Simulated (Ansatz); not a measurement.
Calculation for NbN (rocksalt type): DFT, LDA, all-electron LAPW, scalar-relativistic (Ansatz 0.2.0).

The cell comes from a relaxation on PAW files under the same functional, begun from a prototype that needn't be the stable phase.

Command: `ansatz run input.yaml --threads 1 --pin off --max-ram 2048MiB --backend cpu --events-out ev --progress --plain --runs-dir out` It took 43 s on 1 thread of Arm Neoverse V2 (shared host), peak memory 0.54 GiB.

```yaml
crystal:
  lattice:
    - [0.0, 2.1780448796, 2.1780448796]
    - [2.1780448796, 0.0, 2.1780448796]
    - [2.1780448796, 2.1780448796, 0.0]
  atoms:
    - { symbol: Nb, position: [0.0, 0.0, 0.0] }
    - { symbol: "N", position: [0.5, 0.5, 0.5] }
kpoints:
  mp_grid: { grid: [17, 17, 17] }
  band_path:
    path:
      - [0.0, 0.0, 0.0]
      - [0.5, 0.0, 0.5]
      - [0.625, 0.25, 0.625]
      - [0.375, 0.375, 0.75]
      - [0.0, 0.0, 0.0]
      - [0.5, 0.5, 0.5]
      - [0.5, 0.25, 0.75]
      - [0.5, 0.0, 0.5]
    npoints: 14
scf:
  occupations: { method: fermi_dirac, width: 0.1 }
hamiltonian:
  xc: lda
  pseudopotentials: { kind: all_electron, lapw: { basis_error: 0.001 } }
output:
  forces: true
  stress: true
  eigenvalues: true
  populations: true
  dos: { projected: true, de: 0.2, e_range: [-14, 8] }
```

Output:

```
Nb: projections on atomic orbitals take those of the free atom 1s2 2s2 2p6 3s2 3p6 3d10 4s2 4p6 4d4 5s1, of charge +0.00 (hamiltonian.pseudopotentials.projection_atoms)
N: projections on atomic orbitals take those of the free atom 1s2 2s2 2p3, of charge +0.00 (hamiltonian.pseudopotentials.projection_atoms)
LAPW: plane waves up to 9.151 Å⁻¹, error target 1.0e-3 eV per atom; small_component_spin mean_spin; N in spheres of 0.990 Å, 7 of its electrons in bands, Dirac shells []; Nb in spheres of 1.188 Å, 31 of its electrons in bands, Dirac shells [] (how accurate: hamiltonian.pseudopotentials.lapw.basis_error, Limitations)
Engine: ansatz 0.2.0
Pseudopotentials: kind: all_electron
Pseudopotential: Nb, LAPW, valence charge 31, lapw/all_electron/scalar/gaussian/Nb, Koelling and Harmon's equation, gaussian nucleus
Pseudopotential: N, LAPW, valence charge 7, lapw/all_electron/scalar/gaussian/N, Koelling and Harmon's equation, gaussian nucleus
Functional definition: SPW92
  exchange = slater_x
  correlation = pw_c
Crystal: 2 atoms, lattice volume = 20.665 Å³
Basis set: ecut = 319.08483092335547 eV, 283 PW (Γ), exchange–correlation at level 2
Bands: 23, of which v1, the nominal top of the filled ones, is band 19 counted from 1 (18 counted from 0)
Symmetry: 48 space group operations
Space group: Fm-3m (ITA 225), of the structure as read, at distance tolerance 2.7e-5 Å
k-points: 165 of 4913
Non-local potential: Nb, projectors of the file, none
Non-local potential: N, projectors of the file, none
Initial density: superposition of atomic densities (chi_scale 0.1, normalization cell, long waves kept (reshape's long-wave potential 0.00 eV rms))
Initial wavefunctions: plane waves of lowest kinetic energy (no species holds an atomic orbital)
Functional: x = slater, c = lda
iter 1 solved again at ethr=1.84e-2 eV; its pass at ethr=1.00e-1 eV (dr2=6.99e0 eV) is discarded
SCF iter   1: F=—  HF=-105322.040433 eV  |F-HF|=—  |Δ(HF+E_count)|=         —  Δρ=1.67e-1  dr2=6.98e0  ethr=1.84e-2  ⟨swp⟩=2.0  Hψ=45788  notcnv=0
automatic band count: the SCF goes on with 27 bands, as 23 were too few: the levels above may hold too much charge
preconditioner: auto → Kerker (q_TF=auto, 3.020 Å⁻¹)  [metal: Δε(μ)=0.024 eV  Ē_g=24.974 eV  σ=0.100 eV  W_gap=0.06  n_scr=14 (ndim 8)  ℏωp=32.7 eV  f_vac=0.000  D(μ)=0.72/eV (n_scr^D=8)]
iter 2 solved again at ethr=3.15e-4 eV; its pass at ethr=1.84e-2 eV (dr2=1.20e-1 eV) is discarded
SCF iter   2: F=—  HF=-105318.922678 eV  |F-HF|=—  |Δ(HF+E_count)|=    3.12e0  Δρ=2.76e-2  dr2=1.20e-1  ethr=3.15e-4  ⟨swp⟩=2.0  Hψ=21506  notcnv=0
SCF iter   3: F=—  HF=-105318.789088 eV  |F-HF|=—  |Δ(HF+E_count)|=   1.34e-1  Δρ=4.21e-2  dr2=5.04e-1  ethr=3.15e-4  ⟨swp⟩=2.3  Hψ=13670  notcnv=0
SCF iter   4: F=—  HF=-105318.689721 eV  |F-HF|=—  |Δ(HF+E_count)|=   9.94e-2  Δρ=7.77e-3  dr2=4.63e-3  ethr=3.15e-4  ⟨swp⟩=2.0  Hψ=13026  notcnv=0
SCF iter   5: F=—  HF=-105318.680750 eV  |F-HF|=—  |Δ(HF+E_count)|=   8.97e-3  Δρ=2.89e-3  dr2=1.96e-3  ethr=1.22e-5  ⟨swp⟩=2.2  Hψ=12528  notcnv=0
SCF iter   6: F=—  HF=-105318.679622 eV  |F-HF|=—  |Δ(HF+E_count)|=   1.13e-3  Δρ=1.30e-3  dr2=4.84e-4  ethr=5.15e-6  ⟨swp⟩=2.0  Hψ=12486  notcnv=0
SCF iter   7: F=—  HF=-105318.679538 eV  |F-HF|=—  |Δ(HF+E_count)|=   8.42e-5  Δρ=2.97e-4  dr2=1.57e-5  ethr=1.27e-6  ⟨swp⟩=2.0  Hψ=12486  notcnv=0
SCF iter   8: F=—  HF=-105318.679537 eV  |F-HF|=—  |Δ(HF+E_count)|=   1.23e-6  Δρ=5.90e-5  dr2=7.31e-7  ethr=4.13e-8  ⟨swp⟩=2.0  Hψ=12486  notcnv=0
SCF iter   9: F=—  HF=-105318.679537 eV  |F-HF|=—  |Δ(HF+E_count)|=   1.43e-7  Δρ=2.20e-5  dr2=1.26e-7  ethr=1.92e-9  ⟨swp⟩=2.0  Hψ=12486  notcnv=0
SCF iter  10: F=-105318.679537 eV  HF=-105318.679537 eV  |F-HF|=6.98e-9  |Δ(HF+E_count)|=   4.63e-8  Δρ=3.61e-6  dr2=2.62e-9  ethr=3.33e-10  ⟨swp⟩=2.0  Hψ=12486  notcnv=0
SCF 1 converged in 10 iterations: F = -105318.679537 eV  dr2 = 2.62e-9
NSCF: frozen V_eff on 99 k-points
SCF converged after 10 iterations
Free energy (F): -105318.679537 eV
Harris-Foulkes:  -105318.679537 eV  (|F-HF|=6.98e-9)
Internal energy: -105318.650370 eV  (E = F + TS)
E sigma→0 (E₀):  -105318.664954 eV
Entropy (-TS):   -0.029167 eV (-14.583 meV/atom)
Fermi energy:    22.795896 eV
--- Per-component energies (eV) ---
  E_band       = -5137.417709
  E_kinetic    = 108870.999132
  E_xc         = -3308.250652
  E_electrostatic = -210881.398850  (all electrons and nuclei)
  E_smearing   = -0.029167  (= −TS)
  E_closure    = 0.000000  (closes the sum)
  E_atoms      = -105295.809283  (free atoms, spherical and without spin; not in F)
  Σ components = -105318.679537   (vs F -105318.679537, Δ=0.00e0)
  Basis errors (estimates in eV, not in F): energy 3.6e-4 per atom: plane waves 3.2e-4 (1.8e-4 summed), levels above the bands 2.4e-73, relativity 1.0e-8, radial functions 4.6e-5, core shells 6.5e-12; eigenvalues (radial functions only) 1.4e-5; not estimated: angular momenta, meshes, grids; target (lapw.basis_error) 1.0e-3; muffin-tin radii N 0.990 Å, Nb 1.188 Å
--- Forces (eV/Å), atoms counted from 1 ---
  atom   1  Nb    -0.00000000     0.00000000    -0.00000000
  atom   2  N      0.00000000    -0.00000000    -0.00000000
  max |Σ_I F_I| component: 2.10e-30 eV/Å
--- Stress (GPa, compression-positive) ---
       -0.015923       0.000000       0.000000
        0.000000      -0.015923       0.000000
        0.000000       0.000000      -0.015923
  P = ⅓ Tr σ = -0.0159 GPa (-0.159 kbar)
--- Band table (eV; the first three rows and the last of 165) ---
  k-point 0: bands = ["-412.4358", "-351.7692", "-321.0533", "-321.0533", "-321.0533", "-171.3219", "-171.3219", "-171.2988", "-171.2988", "-171.2988", "-33.3881", "-9.0730", "-9.0730", "-9.0730", "5.2369", "19.4069", "19.4069", "19.4069", "20.7205", "20.7205", "20.7205", "22.6373", "22.6373", "26.3771", "32.1775", "46.0359", "46.0359"]
  k-point 1: bands = ["-412.4358", "-351.7692", "-321.0533", "-321.0533", "-321.0533", "-171.3219", "-171.3219", "-171.2988", "-171.2988", "-171.2988", "-33.3829", "-9.1166", "-9.0764", "-9.0764", "5.3189", "18.9668", "19.0611", "19.0611", "20.8610", "20.8610", "20.9710", "23.0175", "23.0175", "26.5797", "32.4172", "45.1362", "45.5641"]
  k-point 2: bands = ["-412.4358", "-351.7692", "-321.0533", "-321.0533", "-321.0533", "-171.3219", "-171.3219", "-171.2988", "-171.2988", "-171.2988", "-33.3681", "-9.2396", "-9.0864", "-9.0864", "5.5552", "18.0904", "18.3688", "18.3688", "21.1692", "21.1692", "21.3591", "23.9167", "23.9167", "27.1183", "33.0826", "43.5228", "44.3207"]
  k-point 164: bands = ["-412.4358", "-351.7692", "-321.0533", "-321.0533", "-321.0533", "-171.3219", "-171.3219", "-171.2988", "-171.2988", "-171.2988", "-33.1830", "-9.7917", "-9.7213", "-9.4819", "6.6481", "15.9190", "16.7132", "16.7161", "22.4079", "23.0093", "25.7578", "26.5413", "27.6156", "34.4794", "34.8198", "35.1867", "39.1863"]
--- Löwdin populations: 2 sites ---
  site symbol       q [e]
     0     Nb     40.3044
     1      N      7.6329
  spilling = 0.001307 (of n_electrons = 48.000000)
```

populations.tsv:

```
# site	symbol	l	j	q
# orbitals = lowdin
# n_electrons = 48.000000
# spilling = 0.001307
# projection_atom_Nb: 1s2 2s2 2p6 3s2 3p6 3d10 4s2 4p6 4d4 5s1
# projection_atom_N: 1s2 2s2 2p3
0	Nb	0_1S	-	1.999994
0	Nb	0_2S	-	1.999785
0	Nb	0_3S	-	1.996099
0	Nb	0_4S	-	1.930356
0	Nb	0_5S	-	0.413075
0	Nb	1_2P	-	5.999997
0	Nb	1_3P	-	5.999858
0	Nb	1_4P	-	5.983435
0	Nb	2_3D	-	9.999942
0	Nb	2_4D	-	3.981813
1	N	0_1S	-	1.995952
1	N	0_2S	-	1.459879
1	N	1_2P	-	4.177088
```

Next run (volume at 0.94 of the series' base cell), as changes to the input before:

```diff
   lattice:
-    - [0.0, 2.1780448796, 2.1780448796]
-    - [2.1780448796, 0.0, 2.1780448796]
-    - [2.1780448796, 2.1780448796, 0.0]
+    - [0.0, 2.1335825082, 2.1335825082]
+    - [2.1335825082, 0.0, 2.1335825082]
+    - [2.1335825082, 2.1335825082, 0.0]
   atoms:
   mp_grid: { grid: [17, 17, 17] }
-  band_path:
-    path:
-      - [0.0, 0.0, 0.0]
-      - [0.5, 0.0, 0.5]
-      - [0.625, 0.25, 0.625]
-      - [0.375, 0.375, 0.75]
-      - [0.0, 0.0, 0.0]
-      - [0.5, 0.5, 0.5]
-      - [0.5, 0.25, 0.75]
-      - [0.5, 0.0, 0.5]
-    npoints: 14
 scf:
   populations: true
-  dos: { projected: true, de: 0.2, e_range: [-14, 8] }
```

Results part of the output:

```
SCF 1 converged in 10 iterations: F = -105318.588899 eV  dr2 = 1.81e-8
SCF converged after 10 iterations
Free energy (F): -105318.588899 eV
Harris-Foulkes:  -105318.588899 eV  (|F-HF|=2.24e-8)
Internal energy: -105318.562301 eV  (E = F + TS)
E sigma→0 (E₀):  -105318.575600 eV
Entropy (-TS):   -0.026599 eV (-13.299 meV/atom)
Fermi energy:    24.390477 eV
--- Per-component energies (eV) ---
  E_band       = -5075.558273
  E_kinetic    = 108879.890132
  E_xc         = -3310.323327
  E_electrostatic = -210888.129105  (all electrons and nuclei)
  E_smearing   = -0.026599  (= −TS)
  E_closure    = 0.000000  (closes the sum)
  E_atoms      = -105295.809283  (free atoms, spherical and without spin; not in F)
  Σ components = -105318.588899   (vs F -105318.588899, Δ=0.00e0)
  Basis errors (estimates in eV, not in F): energy 3.6e-4 per atom: plane waves 3.2e-4 (1.8e-4 summed), levels above the bands 4.9e-76, relativity 1.2e-8, radial functions 4.3e-5, core shells 6.1e-12; eigenvalues (radial functions only) 1.6e-5; not estimated: angular momenta, meshes, grids; target (lapw.basis_error) 1.0e-3; muffin-tin radii N 0.970 Å, Nb 1.164 Å
--- Forces (eV/Å), atoms counted from 1 ---
  atom   1  Nb    -0.00000000     0.00000000     0.00000000
  atom   2  N      0.00000000    -0.00000000    -0.00000000
  max |Σ_I F_I| component: 6.77e-30 eV/Å
--- Stress (GPa, compression-positive) ---
       24.771314       0.000000       0.000000
        0.000000      24.771314       0.000000
        0.000000       0.000000      24.771314
  P = ⅓ Tr σ = 24.7713 GPa (247.713 kbar)
--- Band table (eV; the first three rows and the last of 165) ---
  k-point 0: bands = ["-410.6372", "-350.1176", "-319.2551", "-319.2551", "-319.2551", "-169.5230", "-169.5230", "-169.5002", "-169.5002", "-169.5002", "-31.7702", "-7.3758", "-7.3758", "-7.3758", "6.4454", "20.8207", "20.8207", "20.8207", "22.1435", "22.1435", "22.1435", "24.2400", "24.2400", "28.5759", "33.7144", "48.7709", "48.7709"]
  k-point 1: bands = ["-410.6372", "-350.1176", "-319.2551", "-319.2551", "-319.2551", "-169.5230", "-169.5230", "-169.5002", "-169.5002", "-169.5002", "-31.7634", "-7.4310", "-7.3799", "-7.3799", "6.5389", "20.3562", "20.4465", "20.4465", "22.2962", "22.2962", "22.4179", "24.6518", "24.6518", "28.7759", "33.9765", "47.8020", "48.2482"]
  k-point 2: bands = ["-410.6372", "-350.1176", "-319.2551", "-319.2551", "-319.2551", "-169.5230", "-169.5230", "-169.5002", "-169.5002", "-169.5002", "-31.7440", "-7.5862", "-7.3918", "-7.3918", "6.8070", "19.4433", "19.7033", "19.7033", "22.6291", "22.6291", "22.8394", "25.6227", "25.6227", "29.3098", "34.7078", "46.1005", "46.8990"]
  k-point 164: bands = ["-410.6372", "-350.1176", "-319.2551", "-319.2551", "-319.2551", "-169.5230", "-169.5230", "-169.5002", "-169.5002", "-169.5002", "-31.5004", "-8.2655", "-8.1778", "-7.8857", "7.8967", "17.1468", "18.1061", "18.1199", "23.9696", "24.6180", "27.6732", "28.6490", "29.6902", "36.7324", "37.2761", "37.4407", "41.7851"]
--- Löwdin populations: 2 sites ---
  site symbol       q [e]
     0     Nb     40.3288
     1      N      7.6076
  spilling = 0.001326 (of n_electrons = 48.000000)
```

Next run (volume at 0.88 of the series' base cell), as changes to the input before:

```diff
   lattice:
-    - [0.0, 2.1335825082, 2.1335825082]
-    - [2.1335825082, 0.0, 2.1335825082]
-    - [2.1335825082, 2.1335825082, 0.0]
+    - [0.0, 2.0871854971, 2.0871854971]
+    - [2.0871854971, 0.0, 2.0871854971]
+    - [2.0871854971, 2.0871854971, 0.0]
   atoms:
```

Results part of the output:

```
SCF 1 converged in 10 iterations: F = -105318.271781 eV  dr2 = 1.00e-8
SCF converged after 10 iterations
Free energy (F): -105318.271781 eV
Harris-Foulkes:  -105318.271781 eV  (|F-HF|=1.20e-8)
Internal energy: -105318.247556 eV  (E = F + TS)
E sigma→0 (E₀):  -105318.259669 eV
Entropy (-TS):   -0.024225 eV (-12.112 meV/atom)
Fermi energy:    26.173120 eV
--- Per-component energies (eV) ---
  E_band       = -5006.008898
  E_kinetic    = 108890.621780
  E_xc         = -3312.693600
  E_electrostatic = -210896.175736  (all electrons and nuclei)
  E_smearing   = -0.024225  (= −TS)
  E_closure    = 0.000000  (closes the sum)
  E_atoms      = -105295.809283  (free atoms, spherical and without spin; not in F)
  Σ components = -105318.271781   (vs F -105318.271781, Δ=0.00e0)
  Basis errors (estimates in eV, not in F): energy 3.7e-4 per atom: plane waves 3.2e-4 (1.8e-4 summed), levels above the bands 5.4e-79, relativity 1.3e-8, radial functions 4.2e-5, core shells 5.8e-12; eigenvalues (radial functions only) 1.8e-5; not estimated: angular momenta, meshes, grids; target (lapw.basis_error) 1.0e-3; muffin-tin radii N 0.949 Å, Nb 1.139 Å
--- Forces (eV/Å), atoms counted from 1 ---
  atom   1  Nb    -0.00000000     0.00000000    -0.00000000
  atom   2  N      0.00000000    -0.00000000     0.00000000
  max |Σ_I F_I| component: 5.00e-30 eV/Å
--- Stress (GPa, compression-positive) ---
       59.043610       0.000000       0.000000
        0.000000      59.043610      -0.000000
        0.000000      -0.000000      59.043610
  P = ⅓ Tr σ = 59.0436 GPa (590.436 kbar)
--- Band table (eV; the first three rows and the last of 165) ---
  k-point 0: bands = ["-408.6129", "-348.2597", "-317.2311", "-317.2311", "-317.2311", "-167.4980", "-167.4980", "-167.4757", "-167.4757", "-167.4757", "-29.9788", "-5.4741", "-5.4741", "-5.4741", "7.8424", "22.4141", "22.4141", "22.4141", "23.7326", "23.7326", "23.7326", "26.0358", "26.0358", "31.0555", "35.4251", "51.8521", "51.8521"]
  k-point 1: bands = ["-408.6129", "-348.2597", "-317.2311", "-317.2311", "-317.2311", "-167.4980", "-167.4980", "-167.4757", "-167.4757", "-167.4757", "-29.9699", "-5.5446", "-5.4790", "-5.4790", "7.9501", "21.9202", "22.0065", "22.0065", "23.8994", "23.8994", "24.0354", "26.4842", "26.4842", "31.2531", "35.7123", "50.7928", "51.2636"]
  k-point 2: bands = ["-408.6129", "-348.2597", "-317.2311", "-317.2311", "-317.2311", "-167.4980", "-167.4980", "-167.4757", "-167.4757", "-167.4757", "-29.9442", "-5.7423", "-5.4933", "-5.4933", "8.2573", "20.9668", "21.2048", "21.2048", "24.2599", "24.2599", "24.4938", "27.5377", "27.5377", "31.7821", "36.5173", "48.9892", "49.7855"]
  k-point 164: bands = ["-408.6129", "-348.2597", "-317.2311", "-317.2311", "-317.2311", "-167.4980", "-167.4980", "-167.4757", "-167.4757", "-167.4757", "-29.6197", "-6.5847", "-6.4746", "-6.1164", "9.3168", "18.5309", "19.6984", "19.7379", "25.7204", "26.4193", "29.8298", "31.0329", "32.0347", "39.2430", "39.9677", "40.0554", "44.6817"]
--- Löwdin populations: 2 sites ---
  site symbol       q [e]
     0     Nb     40.3559
     1      N      7.5788
  spilling = 0.001361 (of n_electrons = 48.000000)
```

Next run (volume at 0.8 of the series' base cell), as changes to the input before:

```diff
   lattice:
-    - [0.0, 2.0871854971, 2.0871854971]
-    - [2.0871854971, 0.0, 2.0871854971]
-    - [2.0871854971, 2.0871854971, 0.0]
+    - [0.0, 2.0219177584, 2.0219177584]
+    - [2.0219177584, 0.0, 2.0219177584]
+    - [2.0219177584, 2.0219177584, 0.0]
   atoms:
   mp_grid: { grid: [17, 17, 17] }
+  band_path:
+    path:
+      - [0.0, 0.0, 0.0]
+      - [0.5, 0.0, 0.5]
+      - [0.625, 0.25, 0.625]
+      - [0.375, 0.375, 0.75]
+      - [0.0, 0.0, 0.0]
+      - [0.5, 0.5, 0.5]
+      - [0.5, 0.25, 0.75]
+      - [0.5, 0.0, 0.5]
+    npoints: 8
 scf:
   populations: true
+  dos: { projected: true, de: 0.2, e_range: [-14, 8] }
```

Command: `ansatz run input.yaml --threads 1 --pin off --max-ram 2048MiB --backend cpu --events-out ev --progress --plain --runs-dir out` It took 39 s on 1 thread of Arm Neoverse V2 (shared host), peak memory 0.52 GiB.

Results part of the output:

```
SCF 1 converged in 9 iterations: F = -105317.340678 eV  dr2 = 5.43e-8
NSCF: frozen V_eff on 57 k-points
SCF converged after 9 iterations
Free energy (F): -105317.340678 eV
Harris-Foulkes:  -105317.340678 eV  (|F-HF|=8.14e-8)
Internal energy: -105317.319310 eV  (E = F + TS)
E sigma→0 (E₀):  -105317.329994 eV
Entropy (-TS):   -0.021369 eV (-10.684 meV/atom)
Fermi energy:    28.907253 eV
--- Per-component energies (eV) ---
  E_band       = -4898.661200
  E_kinetic    = 108908.660450
  E_xc         = -3316.426236
  E_electrostatic = -210909.553524  (all electrons and nuclei)
  E_smearing   = -0.021369  (= −TS)
  E_closure    = 0.000000  (closes the sum)
  E_atoms      = -105295.809283  (free atoms, spherical and without spin; not in F)
  Σ components = -105317.340678   (vs F -105317.340678, Δ=0.00e0)
  Basis errors (estimates in eV, not in F): energy 3.6e-4 per atom: plane waves 3.3e-4 (1.9e-4 summed), levels above the bands 6.8e-86, relativity 1.5e-8, radial functions 2.6e-5, core shells 5.2e-12; eigenvalues (radial functions only) 2.1e-5; not estimated: angular momenta, meshes, grids; target (lapw.basis_error) 1.0e-3; muffin-tin radii N 0.919 Å, Nb 1.103 Å
--- Forces (eV/Å), atoms counted from 1 ---
  atom   1  Nb    -0.00000000     0.00000000    -0.00000000
  atom   2  N      0.00000000    -0.00000000    -0.00000000
  max |Σ_I F_I| component: 4.34e-30 eV/Å
--- Stress (GPa, compression-positive) ---
      126.412853       0.000000      -0.000000
        0.000000     126.412853      -0.000000
       -0.000000      -0.000000     126.412853
  P = ⅓ Tr σ = 126.4129 GPa (1264.129 kbar)
--- Band table (eV; the first three rows and the last of 165) ---
  k-point 0: bands = ["-405.4858", "-345.3896", "-314.1048", "-314.1048", "-314.1048", "-164.3699", "-164.3699", "-164.3479", "-164.3479", "-164.3479", "-27.2761", "-2.5508", "-2.5508", "-2.5508", "10.0883", "24.8843", "24.8843", "24.8843", "26.1671", "26.1671", "26.1671", "28.7979", "28.7979", "34.8965", "38.0349", "56.6228", "56.6228"]
  k-point 1: bands = ["-405.4858", "-345.3896", "-314.1048", "-314.1048", "-314.1048", "-164.3699", "-164.3699", "-164.3479", "-164.3479", "-164.3479", "-27.2629", "-2.6505", "-2.5572", "-2.5572", "10.2209", "24.3408", "24.4218", "24.4218", "26.3565", "26.3565", "26.5171", "29.3056", "29.3056", "35.0910", "38.3611", "55.3985", "55.9141"]
  k-point 2: bands = ["-405.4858", "-345.3896", "-314.1048", "-314.1048", "-314.1048", "-164.3699", "-164.3699", "-164.3479", "-164.3479", "-164.3479", "-27.2250", "-2.9275", "-2.5755", "-2.5755", "10.5953", "23.3264", "23.5272", "23.5272", "26.7594", "26.7594", "27.0309", "30.4899", "30.4899", "35.6125", "39.2795", "53.4349", "54.2192"]
  k-point 164: bands = ["-405.4858", "-345.3896", "-314.1048", "-314.1048", "-314.1048", "-164.3699", "-164.3699", "-164.3479", "-164.3479", "-164.3479", "-26.7399", "-4.0643", "-3.9136", "-3.4407", "11.5500", "20.6777", "22.2183", "22.3121", "28.4192", "29.1897", "33.1669", "34.7399", "35.6824", "43.1007", "43.8517", "44.3516", "49.0349"]
--- Löwdin populations: 2 sites ---
  site symbol       q [e]
     0     Nb     40.3967
     1      N      7.5340
  spilling = 0.001443 (of n_electrons = 48.000000)
```
